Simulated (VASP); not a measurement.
Cu2O (Cuprite), 6 atoms in the cell. The structure is cubic, space group Pn-3m (No. 224). The conventional cell has a = 4.260 Å, b = 4.260 Å, c = 4.260 Å, α = 90.00°, β = 90.00°, γ = 90.00°. Around Cu (site symmetry -3m) lie 2 O at 1.84 Å. O (site symmetry -43m) is surrounded by 4 Cu at 1.84 Å. 

- Program: VASP 6.6.1
- Task: relaxation of cell and atoms
- Functional: PBEsol
- Potentials or basis: VASP PAW PBE potentials, release 64 (Cu, O)
- Cutoff: 600 eV
- k mesh: 6 × 6 × 6
- Occupations: gaussian, width 0.03 eV
- Spin: no spin polarisation
- Further INCAR settings: ALGO = Normal; EDIFF = 1e-06; IBRION = 2; EDIFFG = -0.01; NSW = 90; ISIF = 3

Potentials or basis: VASP PAW PBE potentials, release 64 (Cu, O).

Command:

```console
$ cat potpaw_PBE.64/Cu/POTCAR potpaw_PBE.64/O/POTCAR > POTCAR
$ mpirun -np 2 vasp_std > vasp.out
```

Hardware: 2 MPI ranks on Intel(R) Xeon(R) 6975P-C (Granite Rapids), with other jobs on the host.

**Question.** How long does it take, and how much memory?

**Answer.** Run time: 35 s on 2 MPI ranks on Intel(R) Xeon(R) 6975P-C (Granite Rapids) (shared host), peak memory 0.22 GiB a rank. Counts: scf iterations 33, k points 20, ion steps 3.
